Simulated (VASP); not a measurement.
```
CELL_PARAMETERS angstrom
      1.35689    -2.35020     0.00000
      1.35689     2.35020     0.00000
      0.00000     0.00000     4.40516
ATOMIC_POSITIONS crystal
  Be 0.66667 0.33333 0.50004
  Be 0.33333 0.66667 0.00004
  O  0.66667 0.33333 0.87796
  O  0.33333 0.66667 0.37796
```

Calculation: PBE GGA, VASP's PBE PAW potentials (set 64) (plane waves; VASP). Settings: 600 eV cut-off, 8×8×6 Γ-centred mesh, Gaussian smearing of 0.050 eV, potentials Be O.

Q: What does the run give for the energy per atom (σ→0)?

A: 
```yaml
energy per atom (σ→0): -686.7 kJ/mol-atom
```

Total energies compare only between runs with the same potentials, cut-off and functional.

The compound is BeO in the wurtzite structure. It was relaxed first.
